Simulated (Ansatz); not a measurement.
# SnSe2 (P-3m1) in Ansatz: settings compared

Aim: see how the results for SnSe2 move with the level of theory and the settings. Levels: BPBE, RPBE+D3(BJ), BLYP+D4. Tasks: relaxation of cell and atoms.

Everything below comes from runs of Ansatz 0.2.0. Logs are shortened: lines on timing, memory, paths and dates and some standing lists are left out, and cuts for length are marked.

## 1. The structure

The structure is trigonal, space group P-3m1 (No. 164). The conventional cell has a = 3.811 Å, b = 3.811 Å, c = 6.136 Å, α = 90.00°, β = 90.00°, γ = 120.00°. Around Sn (site symmetry -3m) lie 6 Se at 2.68 Å. Se (site symmetry 3m) is surrounded by 3 Sn at 2.68 Å.

## 2. Relaxation of cell and atoms, BPBE

Input file input.yaml:

```yaml
crystal:
  lattice:
    - [3.811, 0.0, 0.0]
    - [-1.9055, 3.3004228138, 0.0]
    - [0.0, 0.0, 6.136]
  atoms:
    - { symbol: Sn, position: [0.0, 0.0, 0.0] }
    - { symbol: Se, position: [0.6666666667, 0.3333333333, 0.751] }
    - { symbol: Se, position: [0.3333333333, 0.6666666667, 0.249] }
hamiltonian:
  xc: { exchange: b88, correlation: pbe }
  pseudopotentials: { kind: paw }
kpoints:
  mp_grid: { grid: [8, 8, 5] }
scf:
  occupations: { method: fermi_dirac, width: 0.05 }
output:
  forces: true
  stress: true
relax:
  f_tol: 0.01
  max_steps: 40
  cell: { stress_tol: 0.05 }
```

Potentials or basis: Ansatz PAW.

Started as:

```bash
> ansatz run input.yaml --threads 2 --pin off --max-ram 5120MiB --backend cpu --events-out ev --progress --plain --runs-dir out
```

Standard output:

```text
Warning: RAYON_NUM_THREADS=2 ignored (pool sized by the plan → 2); use --threads N
Engine: ansatz 0.2.0, aarch64-unknown-linux-gnu
Pseudopotentials: kind: paw
Pseudopotential: Sn, paw, valence charge 14, recommended cutoff 420 eV (normal), Sn.paw.azcp
Pseudopotential: Se, paw, valence charge 16, recommended cutoff 420 eV (normal), Se.paw.azcp
Functional definition: unnamed
  exchange = b88_x
  correlation = pbe_c
Crystal: 3 atoms, lattice volume = 77.178 Å³
Basis set: ecut = 420 eV, 1485 PW (Γ), exchange–correlation on 54×54×90 points (8 copies of the dense FFT grid, shifted against one another)
Bands: 28, of which v1, the nominal top of the filled ones, is band 23 counted from 1 (22 counted from 0)
Symmetry: 12 space group operations
Space group: P-3m1 (ITA 164), of the structure as read, at distance tolerance 4.3e-5 Å
k-points: 40 of 320
Non-local potential: Sn, projectors of the file, l = 0: 2, l = 1: 2, l = 2: 2, l = 3: 2
Non-local potential: Se, projectors of the file, l = 0: 2, l = 1: 2, l = 2: 3, l = 3: 1
PAW form: soft (Blöchl's): semilocal exchange-correlation on the pseudo side does not see the compensation charge
PAW frozen core: Sn, regenerated for the run's functional, and the local potential with it (the file was generated under x = pbe(κ = 0.804, μ = 0.2195149727645171), c = pbe(β = 0.06672455060314922))
PAW frozen core: Se, regenerated for the run's functional, and the local potential with it (the file was generated under x = pbe(κ = 0.804, μ = 0.2195149727645171), c = pbe(β = 0.06672455060314922))
PAW one-centre angular grid: Sn, 590 points (default); XC on 64 Gauss nodes
PAW one-centre angular grid: Se, 590 points (default); XC on 64 Gauss nodes
Initial density: superposition of atomic densities (neutral atoms: chi_scale 0, normalization atom), corrected by the library's trained network
Initial wavefunctions: pseudopotential atomic-orbital guess
Functional: x = b88, c = pbe(β = 0.06672455060314922)
SCF iter   1: F=—  HF=-17005.654831 eV  |F-HF|=—  |Δ(HF+E_count)|=         —  Δρ=1.92e-3  dr2=4.50e-3  ethr=1.77e-3  ⟨swp⟩=6.5  Hψ=4985  notcnv=0
preconditioner: auto → Resta (q_TF=auto, 2.503 Å⁻¹)  ε∞=2.8  [insulator: Δε(μ)=0.830 eV  Ē_g=16.256 eV  σ=0.050 eV  W_gap=1.00  n_scr=22 (ndim 8)  ℏωp=21.6 eV  f_vac=0.080  D(μ)=0.00/eV (n_scr^D=0)  ε∞_Penn≈2.8]
SCF iter   2: F=—  HF=-17005.652984 eV  |F-HF|=—  |Δ(HF+E_count)|=   1.85e-3  Δρ=6.87e-4  dr2=2.90e-4  ethr=9.77e-6  ⟨swp⟩=2.0  Hψ=2511  notcnv=0  defer=12
SCF iter   3: F=—  HF=-17005.653052 eV  |F-HF|=—  |Δ(HF+E_count)|=   6.82e-5  Δρ=3.61e-4  dr2=8.42e-5  ethr=6.31e-7  ⟨swp⟩=2.1  Hψ=1929  notcnv=0  defer=12
SCF iter   4: F=—  HF=-17005.653099 eV  |F-HF|=—  |Δ(HF+E_count)|=   4.76e-5  Δρ=8.33e-5  dr2=5.33e-6  ethr=1.83e-7  ⟨swp⟩=2.0  Hψ=1422  notcnv=0  defer=12
SCF iter   5: F=—  HF=-17005.653105 eV  |F-HF|=—  |Δ(HF+E_count)|=   5.74e-6  Δρ=2.10e-5  dr2=4.70e-7  ethr=1.16e-8  ⟨swp⟩=2.0  Hψ=1422  notcnv=0  defer=12
SCF iter   6: F=-17005.653106 eV  HF=-17005.653106 eV  |F-HF|=8.75e-8  |Δ(HF+E_count)|=   7.71e-7  Δρ=6.09e-6  dr2=2.76e-8  ethr=2.17e-10  ⟨swp⟩=5.0  Hψ=4225  notcnv=0
SCF 1 converged in 6 iterations: F = -17005.653106 eV  dr2 = 2.76e-8
relax step   1: F+E_penalty+E_count = -17005.65310596 eV  Δ(F+E_penalty+E_count) = +0.000e0 eV  max|allowed force component| = 7.677e-1 eV/Å  Δτ_max = 0.0000 Å  P = +5.466 GPa  Ω = 77.178 Å³  (6 SCF iters, dr2 threshold 1.00e-7 eV, accepted)
Crystal: 3 atoms, lattice volume = 84.268 Å³
Basis set: ecut = 420 eV, 1677 PW (Γ), exchange–correlation on 54×54×90 points (8 copies of the dense FFT grid, shifted against one another)
Initial density: handed on by an earlier stage of this run
Initial wavefunctions: those handed on with the density
iter 1 solved again at ethr=1.56e-4 eV; its pass at ethr=3.10e-3 eV (dr2=7.16e-2 eV) is discarded
SCF iter   1: F=—  HF=-17005.572796 eV  |F-HF|=—  |Δ(HF+E_count)|=         —  Δρ=9.77e-3  dr2=7.33e-2  ethr=1.56e-4  ⟨swp⟩=2.1  Hψ=6394  notcnv=0
preconditioner: auto → LDOS  [metal: Δε(μ)=0.104 eV  Ē_g=15.477 eV  σ=0.050 eV  W_gap=0.46  n_scr=22 (ndim 8)  ℏωp=20.6 eV  f_vac=0.072  D(μ)=0.51/eV (n_scr^D=2)  β→1.0]
SCF iter   2: F=—  HF=-17005.564849 eV  |F-HF|=—  |Δ(HF+E_count)|=   7.95e-3  Δρ=4.75e-3  dr2=3.70e-2  ethr=1.56e-4  ⟨swp⟩=3.0  Hψ=2436  notcnv=0
[... 175 lines left out ...]
SCF iter   1: F=—  HF=-17005.811075 eV  |F-HF|=—  |Δ(HF+E_count)|=         —  Δρ=2.03e-3  dr2=4.32e-3  ethr=9.55e-6  ⟨swp⟩=2.0  Hψ=6700  notcnv=0
preconditioner: auto → Resta (q_TF=auto, 2.362 Å⁻¹)  ε∞=2.3  [insulator: Δε(μ)=0.785 eV  Ē_g=15.851 eV  σ=0.050 eV  W_gap=1.00  n_scr=24 (ndim 8)  ℏωp=18.1 eV  f_vac=0.316  D(μ)=0.00/eV (n_scr^D=0)  ε∞_Penn≈2.3]
SCF iter   2: F=—  HF=-17005.810045 eV  |F-HF|=—  |Δ(HF+E_count)|=   1.03e-3  Δρ=9.07e-4  dr2=5.17e-4  ethr=9.39e-6  ⟨swp⟩=2.0  Hψ=1490  notcnv=0
SCF iter   3: F=—  HF=-17005.810065 eV  |F-HF|=—  |Δ(HF+E_count)|=   2.00e-5  Δρ=2.90e-4  dr2=6.63e-5  ethr=1.12e-6  ⟨swp⟩=2.6  Hψ=1903  notcnv=0
SCF iter   4: F=—  HF=-17005.810112 eV  |F-HF|=—  |Δ(HF+E_count)|=   4.69e-5  Δρ=7.38e-5  dr2=9.44e-6  ethr=1.44e-7  ⟨swp⟩=2.6  Hψ=1984  notcnv=0
SCF iter   5: F=—  HF=-17005.810128 eV  |F-HF|=—  |Δ(HF+E_count)|=   1.61e-5  Δρ=1.91e-5  dr2=9.24e-7  ethr=2.05e-8  ⟨swp⟩=2.0  Hψ=2040  notcnv=0
SCF iter   6: F=—  HF=-17005.810130 eV  |F-HF|=—  |Δ(HF+E_count)|=   2.04e-6  Δρ=8.37e-6  dr2=1.47e-7  ethr=2.01e-9  ⟨swp⟩=2.1  Hψ=2045  notcnv=0
SCF iter   7: F=-17005.810131 eV  HF=-17005.810131 eV  |F-HF|=5.37e-8  |Δ(HF+E_count)|=   7.79e-7  Δρ=2.07e-6  dr2=6.95e-9  ethr=1.05e-10  ⟨swp⟩=5.2  Hψ=4229  notcnv=0
SCF 16 converged in 7 iterations: F = -17005.810131 eV  dr2 = 6.95e-9
relax step  16: F+E_penalty+E_count = -17005.81013094 eV  Δ(F+E_penalty+E_count) = -1.797e-3 eV  max|allowed force component| = 1.494e-3 eV/Å  Δτ_max = 0.0270 Å  P = +0.037 GPa  Ω = 109.215 Å³  energy of the carried Pulay correction = -3.778e-4 eV  (7 SCF iters, dr2 threshold 4.84e-8 eV, accepted)
Crystal: 3 atoms, lattice volume = 113.078 Å³
Basis set: ecut = 420 eV, 2237 PW (Γ), exchange–correlation on 54×54×120 points (8 copies of the dense FFT grid, shifted against one another)
iter 1 solved again at ethr=2.50e-5 eV; its pass at ethr=3.10e-3 eV (dr2=1.15e-2 eV) is discarded
SCF iter   1: F=—  HF=-17005.814522 eV  |F-HF|=—  |Δ(HF+E_count)|=         —  Δρ=3.15e-3  dr2=1.11e-2  ethr=2.50e-5  ⟨swp⟩=2.0  Hψ=6709  notcnv=0
[... 55 lines left out ...]
Basis set: ecut = 420 eV, 2347 PW (Γ), exchange–correlation on 54×54×128 points (8 copies of the dense FFT grid, shifted against one another)
iter 1 solved again at ethr=3.77e-7 eV; its pass at ethr=3.10e-3 eV (dr2=1.74e-4 eV) is discarded
SCF iter   1: F=—  HF=-17005.786518 eV  |F-HF|=—  |Δ(HF+E_count)|=         —  Δρ=8.49e-4  dr2=7.08e-5  ethr=3.77e-7  ⟨swp⟩=3.0  Hψ=7594  notcnv=0
preconditioner: auto → Resta (q_TF=auto, 2.326 Å⁻¹)  ε∞=2.2  [insulator: Δε(μ)=0.794 eV  Ē_g=15.797 eV  σ=0.050 eV  W_gap=1.00  n_scr=36 (ndim 8)  ℏωp=17.3 eV  f_vac=0.367  D(μ)=0.00/eV (n_scr^D=0)  ε∞_Penn≈2.2  vacuum switching on, ρ_ref=1.8e-2 e/Å³]
SCF iter   2: F=—  HF=-17005.799184 eV  |F-HF|=—  |Δ(HF+E_count)|=   1.27e-2  Δρ=4.27e-4  dr2=3.08e-5  ethr=1.54e-7  ⟨swp⟩=3.8  Hψ=2246  notcnv=0  defer=1
SCF iter   3: F=—  HF=-17005.806388 eV  |F-HF|=—  |Δ(HF+E_count)|=   7.20e-3  Δρ=2.70e-4  dr2=9.84e-6  ethr=6.70e-8  ⟨swp⟩=3.0  Hψ=1861  notcnv=0  defer=2
SCF iter   4: F=—  HF=-17005.814610 eV  |F-HF|=—  |Δ(HF+E_count)|=   8.22e-3  Δρ=7.11e-5  dr2=1.46e-6  ethr=2.14e-8  ⟨swp⟩=3.9  Hψ=2007  notcnv=0  defer=2
SCF iter   5: F=—  HF=-17005.815965 eV  |F-HF|=—  |Δ(HF+E_count)|=   1.35e-3  Δρ=1.22e-5  dr2=7.02e-7  ethr=3.17e-9  ⟨swp⟩=3.1  Hψ=1846  notcnv=0  defer=3
SCF iter   6: F=—  HF=-17005.815991 eV  |F-HF|=—  |Δ(HF+E_count)|=   2.60e-5  Δρ=3.46e-6  dr2=3.06e-8  ethr=1.53e-9  ⟨swp⟩=2.7  Hψ=1457  notcnv=0  defer=3
SCF iter   7: F=—  HF=-17005.815990 eV  |F-HF|=—  |Δ(HF+E_count)|=   4.84e-8  Δρ=1.31e-6  dr2=2.27e-9  ethr=6.66e-11  ⟨swp⟩=2.0  Hψ=2040  notcnv=0  defer=3
SCF iter   8: F=—  HF=-17005.815991 eV  |F-HF|=—  |Δ(HF+E_count)|=   8.06e-8  Δρ=3.87e-7  dr2=5.51e-10  ethr=4.93e-12  ⟨swp⟩=3.4  Hψ=2317  notcnv=0  defer=3
SCF iter   9: F=—  HF=-17005.815991 eV  |F-HF|=—  |Δ(HF+E_count)|=   1.00e-8  Δρ=1.50e-7  dr2=2.15e-10  ethr=1.20e-12  ⟨swp⟩=2.1  Hψ=1416  notcnv=0  defer=3
SCF iter  10: F=-17005.815991 eV  HF=-17005.815991 eV  |F-HF|=6.55e-11  |Δ(HF+E_count)|=  2.91e-11  Δρ=5.01e-8  dr2=1.65e-11  ethr=1.00e-12  ⟨swp⟩=5.1  Hψ=5100  notcnv=0
SCF 22 converged in 10 iterations: F = -17005.815991 eV  dr2 = 1.65e-11
relax step  22: F+E_penalty+E_count = -17005.81599057 eV  Δ(F+E_penalty+E_count) = -2.936e-3 eV  max|allowed force component| = 1.327e-3 eV/Å  Δτ_max = 0.0000 Å  P = +0.001 GPa  Ω = 119.700 Å³  stress off target by 4.40e-2 GPa  SCF on the basis re-selected at this cell (its energy is not comparable with the rows above)  (10 SCF iters)
basis re-selected at this cell: Δ(F+E_penalty+E_count) = -2.936e-3 eV, ΔP = +0.005 GPa vs the last step (what re-selecting the basis moved, of the pressure what is left beyond the Pulay correction that the steps carried, after the strain that the cell walked since its last selection, with what the two solves' SCF thresholds leave and, on support functions, any second-order correction that the steps lacked; it is no measure of the basis error at this ecutwfc). The dense FFT grid was sized anew with the basis: this SCF ran on 27×27×64 points, the steps before it on 27×27×60, so part of this shift can come from that change (see relax.cell in the input reference). This SCF's stress stands 4.40e-2 GPa from its target on what of the cell is left free (relax.cell.stress_tol is 5.00e-2 GPa) and its largest allowed force component is 1.33e-3 eV/Å (relax.f_tol is 1.00e-2 eV/Å): within both
SCF converged after 10 iterations
Free energy (F): -17005.815991 eV
Harris-Foulkes:  -17005.815991 eV  (|F-HF|=6.55e-11)
Internal energy: -17005.815944 eV  (E = F + TS)
E sigma→0 (E₀):  -17005.815967 eV
Entropy (-TS):   -0.000046 eV (-0.015 meV/atom)
Fermi energy:    3.402345 eV
--- Per-component energies (eV) ---
  E_band       = -1084.587502
  E_kinetic    = 423.546378
  E_local      = -10585.713473  (includes V_loc(G=0)·N_el)
  E_nonlocal   = -1221.813621
  E_hartree    = 5259.400443
  E_xc         = -591.205397
  E_vxc        = -291.105682  (∫ρ·V_xc dr)
  E_paw        = -8003.492353  (= ΣΔE_a)
  E_vpaw       = 71.699646  (= ΣTr[D̂ρ^β])
  E_aug_tail   = -0.001218  (compensation charges beyond the density's cutoff)
  E_ewald      = -2286.272237
  E_core_change = -0.264466  (= ΣΔE_core)
  E_smearing   = -0.000046  (= −TS)
  E_closure    = -0.000000  (closes the sum)
  Σ components = -17005.815991   (vs F -17005.815991, Δ=0.00e0)
--- Forces (eV/Å), atoms counted from 1 ---
  atom   1  Sn     0.00000000     0.00000000     0.00000000
  atom   2  Se     0.00000000    -0.00000000     0.00132674
  atom   3  Se    -0.00000000     0.00000000    -0.00132674
  max |Σ_I F_I| component: 9.25e-18 eV/Å
--- Stress (GPa, compression-positive) ---
       -0.021177      -0.000000       0.000000
       -0.000000      -0.021177       0.000000
        0.000000       0.000000       0.044049
  P = ⅓ Tr σ = 0.0006 GPa (0.006 kbar)
--- Relaxed structure (19 steps of the walk, 18 accepted, 3 SCFs on fresh bases) ---
  F+E_penalty+E_count = -17005.81599057 eV   max|allowed force component| = 1.327e-3 eV/Å   (the final SCF, on the basis selected at the relaxed cell)
  cell:  # Å, volume = 119.6998 Å³
    - [3.8725656329139926, -2.6900192508789375e-32, 2.531665765696009e-16]
    - [-1.9362828164569963, 3.3537402159260807, -1.2658328828480047e-16]
    - [4.076174531189622e-16, 5.512223095739005e-32, 9.216479658779381]
  atoms:
    - { symbol: Sn, position: [6.632707724287019e-34, 1.0242349173138406e-34, -5.654248617916582e-19] }
    - { symbol: Se, position: [0.6666666666666666, 0.33333333333333337, 0.8272722494843013] }
    - { symbol: Se, position: [0.33333333333333337, 0.6666666666666667, 0.17272775051569883] }
```

It took 81 s on 2 threads of Arm Neoverse V1, shared host; peak memory 0.46 GiB.

Results:

* Free energy: -17005.8160 eV
* Relaxed volume: 39.90 Å³/atom
* Relaxed cell: a = 3.873 Å, b = 3.873 Å, c = 9.216 Å, α = 90.00°, β = 90.00°, γ = 120.00°
* Space group after relaxing (to 0.05 Å): P-3m1 (No. 164)
* Energy gained by relaxing: 54.3 meV/atom
* Ionic steps: 21
* Pressure after relaxing: 0.0 GPa
* Band gap on the k mesh: 0.79 eV

Step by step:
```csv
step,energy change (eV),largest force (eV/Å),volume (Å³)
1,0.0000,0.7677,77.18
2,-0.0996,0.0503,81.97
3,-0.1093,0.0195,84.38
4,-0.1196,0.0075,86.66
5,-0.1265,0.0395,90.04
6,-0.1281,0.0077,92.09
7,-0.1281,0.0006,92.78
8,-0.1358,0.0040,92.78
9,-0.1402,0.0769,95.99
10,-0.1425,0.1602,99.33
11,-0.1485,0.0075,102.59
12,-0.1498,0.0542,106.44
13,-0.1500,0.0004,106.74
14,-0.1552,0.0029,106.74
15,-0.1570,0.0015,109.21
16,-0.1589,0.0289,113.08
17,-0.1599,0.0322,116.95
18,-0.1598,0.0136,120.21
19,-0.1600,0.0123,119.46
20,-0.1599,0.0005,119.70
21,-0.1629,0.0013,119.70
```

Final structure:
```yaml
crystal:
  lattice:
    - [3.87257, 0.00000, 0.00000]
    - [-1.93628, 3.35374, 0.00000]
    - [0.00000, 0.00000, 9.21648]
  atoms:
    - { symbol: Sn, position: [0.00000, 0.00000, 0.00000] }
    - { symbol: Se, position: [0.66667, 0.33333, 0.82727] }
    - { symbol: Se, position: [0.33333, 0.66667, 0.17273] }
```

Caveat: the volume moved by over 15 % at a fixed basis, so the end points are rough; odd divisions of the mesh miss points on the zone boundary, where band edges often lie, so the gap on the mesh can be too wide; the plane-wave basis is chosen anew once the cell has moved, so the energies of steps on either side of that aren't comparable; spin-orbit coupling is left out, which moves the levels of the heavy elements; the volume moved by +55 % from the deposited cell, more than functionals usually miss; the PAW data sets come from PBE, with cores solved anew for the run's functional, which leaves a small shift of forces and pressure. A k mesh can miss the band edges.

## 3. Relaxation of cell and atoms, RPBE+D3(BJ)

input.yaml: that of step 2 with these lines changed.

```diff
@@ -10,4 +10,5 @@
 hamiltonian:
-  xc: { exchange: b88, correlation: pbe }
+  xc: rpbe
   pseudopotentials: { kind: paw }
+  dispersion: d3bj
 kpoints:
@@ -19,2 +20,6 @@
   stress: true
+  write_density: true
+  write_potential: true
+  elf: true
+  volumetric_format: npy
 relax:
```

Potentials or basis: Ansatz PAW.

Started as:

```bash
> ansatz run input.yaml --threads 2 --pin off --max-ram 5120MiB --backend cpu --events-out ev --progress --plain --runs-dir out
```

Wall time 29 s (2 threads of Intel Xeon Platinum 8259CL at 2.50GHz (Skylake/Cascade Lake), shared host); peak memory 0.57 GiB.

It converged, with:

- Free energy: -16989.0905 eV
- Relaxed volume: 20.62 Å³/atom
- Relaxed cell: a = 3.630 Å, b = 3.630 Å, c = 5.421 Å, α = 90.00°, β = 90.00°, γ = 120.00°
- Space group after relaxing (to 0.05 Å): P-3m1 (No. 164)
- Energy gained by relaxing: 130.5 meV/atom
- Ionic steps: 8
- Pressure after relaxing: 0.0 GPa
- Band gap on the k mesh: none (metal or under the smearing width)

The path:
```csv
step,energy change (eV),largest force (eV/Å),volume (Å³)
1,0.0000,0.2318,77.18
2,-0.2675,0.0538,68.62
3,-0.3531,0.2242,63.09
4,-0.3854,0.0344,60.47
5,-0.3931,0.0117,62.18
6,-0.3944,0.0155,61.87
7,-0.3944,0.0002,61.86
8,-0.3915,0.0016,61.86
```

Final structure:
```xyz
3
Lattice="3.6299 0.0000 0.0000 -1.8149 3.1436 0.0000 0.0000 0.0000 5.4213" Properties=species:S:1:pos:R:3 pbc="T T T"
Sn    0.0000    0.0000    0.0000
Se    1.8149    1.0479    3.8092
Se    0.0000    2.0957    1.6120
```

Levels at points of the mesh, in eV from the Fermi level:
```csv
k point,band 19,band 20,band 21,band 22,band 23,band 24,band 25,band 26,band 27,band 28
"(0.00, 0.00, 0.00)",-1.24,-1.24,-0.92,-0.92,-0.13,1.21,3.15,4.81,4.81,7.68
"(0.00, -0.50, 0.00)",-5.19,-4.91,-3.63,-3.41,-0.43,1.69,3.28,3.72,4.11,7.48
```

Caveat: the volume moved by over 15 % at a fixed basis, so the end points are rough; the plane-wave basis is chosen anew once the cell has moved, so the energies of steps on either side of that aren't comparable; the volume moved by -20 % from the deposited cell, more than functionals usually miss; the PAW data sets come from PBE, with cores solved anew for the run's functional, which leaves a small shift of forces and pressure.

## 4. Relaxation of cell and atoms, BLYP+D4

input.yaml: that of step 3 with these lines changed.

```diff
@@ -10,5 +10,5 @@
 hamiltonian:
-  xc: rpbe
+  xc: blyp
   pseudopotentials: { kind: paw }
-  dispersion: d3bj
+  dispersion: d4
 kpoints:
```

Started as:

```bash
> ansatz run input.yaml --threads 2 --pin off --max-ram 5120MiB --backend cpu --events-out ev --progress --plain --runs-dir out
```

It took 27 s on 2 threads of Intel Xeon Platinum 8259CL at 2.50GHz (Skylake/Cascade Lake), shared host; peak memory 0.56 GiB.

The run converged. Its results:

```
Free energy                            : -17003.8623 eV
Relaxed volume                         : 25.79 Å³/atom
Relaxed cell                           : a = 3.904 Å, b = 3.904 Å, c = 5.862 Å, α = 90.00°, β = 90.00°, γ = 120.00°
Space group after relaxing (to 0.05 Å) : P-3m1 (No. 164)
Energy gained by relaxing              : 46.5 meV/atom
Ionic steps                            : 7
Pressure after relaxing                : 0.0 GPa
Band gap on the k mesh                 : 0.24 eV, indirect (least direct gap 0.35 eV)
```

Step by step:
| step | energy change (eV) | largest force (eV/Å) | volume (Å³) |
| --- | --- | --- | --- |
| 1 | 0.0000 | 1.0780 | 77.18 |
| 2 | -0.0061 | 0.8831 | 79.49 |
| 3 | -0.1292 | 0.0987 | 79.85 |
| 4 | -0.1391 | 0.0276 | 77.03 |
| 5 | -0.1393 | 0.0057 | 77.40 |
| 6 | -0.1394 | 0.0014 | 77.37 |
| 7 | -0.1395 | 0.0012 | 77.37 |

Final structure:
```
Sn Se
1.0
     3.90385    0.00000    0.00000
    -1.95192    3.38083    0.00000
     0.00000    0.00000    5.86217
Sn Se
1 2
Cartesian
  0.0000 0.0000 0.0000
  1.9519 1.1269 4.2676
  0.0000 2.2539 1.5946
```

Levels at points of the mesh, in eV from the valence-band top:
| k point | band 19 | band 20 | band 21 | band 22 | band 23 | band 24 | band 25 | band 26 | band 27 | band 28 |
| --- | --- | --- | --- | --- | --- | --- | --- | --- | --- | --- |
| (0.00, 0.00, 0.00) | -0.91 | -0.91 | -0.82 | -0.82 | -0.11 | 0.24 | 2.81 | 4.24 | 4.24 | 8.37 |
| (0.00, -0.50, 0.00) | -4.14 | -3.30 | -2.80 | -1.86 | -0.47 | 1.01 | 3.36 | 4.56 | 5.03 | 6.76 |

Caveat: odd divisions of the mesh miss points on the zone boundary, where band edges often lie, so the gap on the mesh can be too wide; the plane-wave basis is chosen anew once the cell has moved, so the energies of steps on either side of that aren't comparable; spin-orbit coupling is left out, which moves the levels of the heavy elements; the PAW data sets come from PBE, with cores solved anew for the run's functional, which leaves a small shift of forces and pressure. A k mesh can miss the band edges.

## 5. Summary

| level | gap on the mesh (eV) | pressure (GPa) | relaxed volume (Å³/atom) |
| --- | --- | --- | --- |
| BPBE | 0.79 | 0.0 | 39.90 |
| RPBE+D3(BJ) | none | 0.0 | 20.62 |
| BLYP+D4 | 0.24 | 0.0 | 25.79 |

Alike in all rows: task relaxation of cell and atoms; potentials or basis Ansatz PAW; no spin polarisation; cell relaxed; k mesh 8 × 8 × 5; cutoff (eV) 420; smearing fermi-dirac 0.05 eV.

Caveats: the plane-wave basis is chosen anew once the cell has moved, so the energies of steps on either side of that aren't comparable; the PAW data sets come from PBE, with cores solved anew for the run's functional, which leaves a small shift of forces and pressure; the volume moved by over 15 % at a fixed basis, so the end points are rough (some runs); odd divisions of the mesh miss points on the zone boundary, where band edges often lie, so the gap on the mesh can be too wide (some runs); spin-orbit coupling is left out, which moves the levels of the heavy elements (some runs); the volume moved by +55 % from the deposited cell, more than functionals usually miss (some runs); the volume moved by -20 % from the deposited cell, more than functionals usually miss (some runs).

Total energies depend on the potentials used, so only differences within one code and one set of settings carry meaning.
